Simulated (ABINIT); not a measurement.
The system is SrO.

```
CELL_PARAMETERS angstrom
0.00000 2.56630 2.56630
2.56630 0.00000 2.56630
2.56630 2.56630 0.00000
ATOMIC_POSITIONS crystal
Sr 0.50000 0.50000 0.50000
O 0.00000 0.00000 0.00000
```

| Quantity | Value |
| --- | --- |
| Program | ABINIT 10.8.3 (patched build) |
| Task | relaxation of cell and atoms |
| Functional | PBE |
| Potentials or basis | JTH PAW PBE v2.0 |
| Cutoff | 626 eV |
| k mesh | 9 × 9 × 9 |
| Occupations | fermi-dirac, width 0.05 eV |
| Spin | no spin polarisation |

At the start: pressure 3.2 GPa; volume 16.90 Å³/atom.

Where does the relaxation end?

Over 4 steps the energy falls by 5.8 meV/atom and the volume is 17.50 Å³/atom (+3.5 %); space group Fm-3m (No. 225, to 0.05 Å).

The path:
| step | energy change (eV) | largest force (eV/Å) | pressure (GPa) | volume (Å³) |
| --- | --- | --- | --- | --- |
| 1 | 0.0000 | 0.0000 | 3.19 | 33.80 |
| 2 | -0.0056 | 0.0000 | 2.25 | 34.13 |
| 3 | -0.0117 | 0.0000 | 0.09 | 34.97 |
| 4 | -0.0117 | 0.0000 | 0.00 | 35.00 |

Final structure:
```cif
data_structure
_symmetry_space_group_name_H-M 'P 1'
_symmetry_Int_Tables_number 1
_cell_length_a 3.6717
_cell_length_b 3.6717
_cell_length_c 3.6717
_cell_angle_alpha 60.000
_cell_angle_beta 60.000
_cell_angle_gamma 60.000
_cell_volume 35.00
loop_
_atom_site_label
_atom_site_type_symbol
_atom_site_fract_x
_atom_site_fract_y
_atom_site_fract_z
_atom_site_occupancy
Sr1 Sr 0.50000 0.50000 0.50000 1
O1 O 0.00000 0.00000 0.00000 1
```
